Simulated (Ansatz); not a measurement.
A relaxed cell of Sb is given with its symmetry left out. The cell was reached from a generator's guess, though it ends in a space group that the Crystallography Open Database lists for this formula.

These are results of DFT PBE, scalar-relativistic, plane waves, PAW in Ansatz 0.2.0, not measurements. Cutoff 420 eV, Γ-centred mesh, Gaussian smearing, no spin polarisation.

```cif
data_structure
_symmetry_space_group_name_H-M 'P 1'
_symmetry_Int_Tables_number 1
_cell_length_a 3.1096
_cell_length_b 3.1096
_cell_length_c 3.1096
_cell_angle_alpha 90.000
_cell_angle_beta 90.000
_cell_angle_gamma 90.000
_cell_volume 30.07
loop_
_atom_site_label
_atom_site_type_symbol
_atom_site_fract_x
_atom_site_fract_y
_atom_site_fract_z
_atom_site_occupancy
Sb1 Sb 0.00000 0.00000 0.00000 1
```

Energies count from the standard state of Sb at the same level.

Problem. Find its symmetry and describe it.

Solution. Pm-3m (No. 221), the simple cubic type. Conventional cell: a = 3.110 Å. Around Sb lie 6 Sb at 3.11 Å.

Problem. How far does it lie from the standard state of Sb?

Solution. +0.05 eV/atom. It lies above the standard state, so it could only be metastable.

Problem. Is it a metal?

Solution. Yes, bands cross the Fermi level on the 18×18×18 mesh.

The last run used an 18×18×18 mesh for its 1-atom cell and Gaussian smearing of 0.10 eV. Spin–orbit coupling, which can matter for Sb, is left out. A structure relaxed within its symmetry needn't be a true minimum.
